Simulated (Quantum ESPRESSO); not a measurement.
Hf:

```
CELL_PARAMETERS angstrom
-1.80500 1.80500 1.80500
1.80500 -1.80500 1.80500
1.80500 1.80500 -1.80500
ATOMIC_POSITIONS crystal
Hf 0.00000 0.00000 0.00000
```

This isn't the form of Hf at room conditions, which is hcp.

```yaml
Program: Quantum ESPRESSO 7.5
Task: relaxation of cell and atoms
Functional: PBE
Dispersion: D3(BJ)
Potentials_or_basis: PseudoDojo 0.4.1 SR PBE standard
Cutoff: 789 eV
Density_cutoff: 3157 eV
k_mesh: 10 × 10 × 10
Occupations: fermi-dirac, width 0.05 eV
Spin: no spin polarisation
```

At the start: pressure -7.5 GPa; volume 23.52 Å³/atom.

Problem. Where does the relaxation end?

Solution. Over 4 steps the energy falls by 44.5 meV/atom and the volume is 21.72 Å³/atom (-7.7 %); space group Im-3m (No. 229, to 0.05 Å).

Step by step:
| step | energy change (eV) | largest force (eV/Å) | pressure (GPa) | volume (Å³) |
| --- | --- | --- | --- | --- |
| 1 | 0.0000 | 0.0000 | -7.49 | 23.52 |
| 2 | -0.0369 | 0.0000 | -3.32 | 22.44 |
| 3 | -0.0444 | 0.0000 | 0.20 | 21.68 |
| 4 | -0.0445 | 0.0000 | 0.00 | 21.72 |

Final structure:
```
CELL_PARAMETERS angstrom
3.04431 0.00000 0.00000
-1.01477 2.87020 0.00000
-1.01477 -1.43510 2.48567
ATOMIC_POSITIONS crystal
Hf 0.00000 0.00000 0.00000
```

Caveat: pairwise dispersion overbinds metals, which lowers pressure and volume.
